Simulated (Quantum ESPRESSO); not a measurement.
The system is LiF.

```
CELL_PARAMETERS angstrom
2.55953 0.00000 0.00000
0.00000 2.55953 0.00000
0.00000 0.00000 2.55953
ATOMIC_POSITIONS crystal
F 0.50000 0.50000 0.50000
Li 0.00000 0.00000 0.00000
```

Measurements of this composition are mostly on another form, of space group No. 225.

| Quantity | Value |
| --- | --- |
| Program | Quantum ESPRESSO 7.5 |
| Task | single point |
| Functional | PBE |
| Potentials or basis | SSSP 1.3 efficiency PBE |
| Cutoff | 748 eV |
| Density cutoff | 5987 eV |
| k mesh | 10 × 10 × 10 |
| Occupations | fermi-dirac, width 0.05 eV |
| Spin | no spin polarisation |

On this cell: pressure 0.0 GPa; largest force zero by symmetry; band gap on the k mesh 7.49 eV, indirect (least direct gap 8.16 eV).

The same run follows on a disturbed copy (atoms moved at random, drawn with an rms of 0.05 Å):

```
F Li
1.0
     2.55953    0.00000    0.00000
     0.00000    2.55953    0.00000
     0.00000    0.00000    2.55953
F Li
1 1
Cartesian
  1.3218 1.3002 1.3004
  0.0268 -0.0133 0.0463
```

What does the disturbed cell give?

The energy moves by -0.2 meV/atom; pressure 0.0 GPa; largest force 0.016 eV/Å; band gap on the k mesh 7.49 eV, indirect (least direct gap 8.15 eV).

Forces on the atoms (eV/Å):
```
F    0.005  0.012 -0.009
Li  -0.005 -0.012  0.009
```

A k mesh can miss the band edges.
